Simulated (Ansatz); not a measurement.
# Te: the cost of one run

Computed with Ansatz 0.2.0 (DFT LDA, scalar-relativistic, unless a step's input says otherwise).

## Step 1: The starting structure

The structure is trigonal, space group P3_121 (No. 152). The conventional cell has a = 4.458 Å, b = 4.458 Å, c = 5.925 Å, α = 90.00°, β = 90.00°, γ = 120.00°. Te (site symmetry 2) is surrounded by 2 Te at 2.79 Å.

As a file:

```cif
data_structure
_symmetry_space_group_name_H-M 'P 1'
_symmetry_Int_Tables_number 1
_cell_length_a 4.4580
_cell_length_b 4.4580
_cell_length_c 5.9250
_cell_angle_alpha 90.000
_cell_angle_beta 90.000
_cell_angle_gamma 120.000
_cell_volume 101.98
loop_
_atom_site_label
_atom_site_type_symbol
_atom_site_fract_x
_atom_site_fract_y
_atom_site_fract_z
_atom_site_occupancy
Te1 Te 0.74500 0.00000 0.33333 1
Te2 Te 0.00000 0.74500 0.66667 1
Te3 Te 0.25500 0.25500 0.00000 1
```

Atoms are numbered in the order of the input: Te1, Te2, Te3.

## Step 2: Volume × 0.94, LAPW

The input, input.yaml:

```yaml
crystal:
  lattice:
    - [4.3669943424, 0.0, 0.0]
    - [-2.1834971712, 3.7819280387, 0.0]
    - [0.0, 0.0, 5.8040476941]
  atoms:
    - { symbol: Te, position: [0.745, 0.0, 0.3333333333] }
    - { symbol: Te, position: [0.0, 0.745, 0.6666666667] }
    - { symbol: Te, position: [0.255, 0.255, 0.0] }
kpoints:
  mp_grid: { grid: [9, 9, 6] }
  band_path:
    path:
      - [0.0, 0.0, 0.0]
      - [0.5, 0.0, 0.0]
      - [0.3333333333, 0.3333333333, 0.0]
      - [0.0, 0.0, 0.0]
      - [0.0, 0.0, 0.5]
      - [0.5, 0.0, 0.5]
      - [0.3333333333, 0.3333333333, 0.5]
      - [0.0, 0.0, 0.5]
      - [0.5, 0.0, 0.5]
    npoints: 5
scf:
  occupations: { method: fermi_dirac, width: 0.08 }
hamiltonian:
  xc: lda
  pseudopotentials: { kind: all_electron, lapw: { basis_error: 0.0005 } }
output:
  forces: true
  stress: true
  eigenvalues: true
```

Command:

```console
ansatz run input.yaml --threads 1 --pin off --max-ram 6144MiB --backend cpu --events-out ev --progress --plain --runs-dir out
```

Q: Estimate wall time and peak memory on 1 thread of Arm Neoverse V2, shared host.

About 1.9 min, with a peak of 0.56 GiB.
